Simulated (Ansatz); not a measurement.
# SrO: the cell at several levels of theory

The task here is to estimate one member of a computed series from the others.

Code: Ansatz 0.2.0. PAW datasets, plane waves, zero pressure. No spin polarisation and no zero-point or thermal motion.

**The structure to begin with**

The symmetry is P6_3mc (No. 186, hexagonal); conventional cell a = 4.275 Å, c = 5.156 Å, 20.40 Å³ an atom. Sr has 5 O at 2.47–2.58 Å; O has 5 Sr at 2.47–2.58 Å.

The structure in full:

```cif
data_structure
_symmetry_space_group_name_H-M 'P 1'
_symmetry_Int_Tables_number 1
_cell_length_a 4.2755
_cell_length_b 4.2755
_cell_length_c 5.1556
_cell_angle_alpha 90.000
_cell_angle_beta 90.000
_cell_angle_gamma 120.000
_cell_volume 81.62
loop_
_atom_site_label
_atom_site_type_symbol
_atom_site_fract_x
_atom_site_fract_y
_atom_site_fract_z
_atom_site_occupancy
Sr1 Sr 0.33333 0.66667 0.93813 1
Sr2 Sr 0.66667 0.33333 0.43813 1
O1 O 0.33333 0.66667 0.43687 1
O2 O 0.66667 0.33333 0.93687 1
```

The first run:

input.yaml reads:

```yaml
crystal:
  lattice:
    - [4.2754662656, 0.0, 0.0]
    - [-2.1377331328, 3.702662399, 0.0]
    - [0.0, 0.0, 5.15559499]
  atoms:
    - { symbol: Sr, position: [0.33333333, 0.66666667, 0.9381277] }
    - { symbol: Sr, position: [0.66666667, 0.33333333, 0.4381277] }
    - { symbol: O, position: [0.33333333, 0.66666667, 0.4368723] }
    - { symbol: O, position: [0.66666667, 0.33333333, 0.9368723] }
kpoints:
  mp_grid: { grid: [6, 6, 4] }
hamiltonian:
  xc: pbe
scf:
  occupations: { method: fermi_dirac, width: 0.02 }
relax:
  f_tol: 0.005
  cell: {}
```

The run is started by

```sh
> ansatz run input.yaml --threads 2 --pin off --max-ram 2211MiB --backend cpu --events-out ev --progress --plain --runs-dir out
```

Among the steps run: Relaxation with PBE; Relaxation with r2SCAN; PBEsol: cell and atoms; LDA: cell and atoms; Relaxation with HSE06.

One of the session's tables, all rows but one given; the rest of the session is left out.

It belongs to the step «The cells side by side». 

```
 level  a (Å)  c (Å)  volume (Å³/atom)
   PBE  4.290  5.183            20.649
r2SCAN      ?      ?                 ?
PBEsol  4.236  5.110            19.847
   LDA  4.189  5.050            19.189
 HSE06  4.264  5.138            20.220
```

Q: Estimate the row for r2SCAN from the others.

As computed: a (Å): 4.270; c (Å): 5.144; volume (Å³/atom): 20.308. In the column «a (Å)» it lies between HSE06 (4.264) and PBE (4.290).

LDA gives the smallest cell and PBE the largest; they differ by 7.6 % in volume, a mean of 2.5 % in length.

Caveats from the session: Warnings in the runs' records: structure snapped to symmetry.
